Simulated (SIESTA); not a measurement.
The system is Be2C.

```
C Be
1.0
     0.00000    2.16500    2.16500
     2.16500    0.00000    2.16500
     2.16500    2.16500    0.00000
C Be
1 2
Direct
  0.00000 0.00000 0.00000
  0.75000 0.75000 0.75000
  0.25000 0.25000 0.25000
```

Base run:

```yaml
Program: SIESTA 5.4.2
Functional: PBE
Potentials_or_basis: Ansatz (PBE files)
Basis: DZP (energy shift 0.003 Ry; two zetas on semicore shells)
Grid_cutoff: 800 Ry
Energy_shift: 0.003 Ry
k_mesh: 11 × 11 × 11
Occupations: fermi-dirac, width 0.05 eV
Spin: no spin polarisation
```

Its results: band gap on the k mesh 0.99 eV, indirect (least direct gap 3.62 eV); pressure 6.5 GPa.

Problem. The run is repeated on the same cell with these changes: potentials or basis from Ansatz (PBE files) to PseudoDojo 0.5 standard (PBE files). What comes out?

Solution. Band gap on the k mesh 1.10 eV, indirect (least direct gap 3.66 eV); pressure 2.4 GPa.

Caveats: an odd mesh through Γ misses points on the zone boundary, where band edges often lie; the basis of atomic orbitals isn't converged, which shifts pressures, moduli and gaps; short orbitals over semicore shells can move pressures by several GPa (some runs).
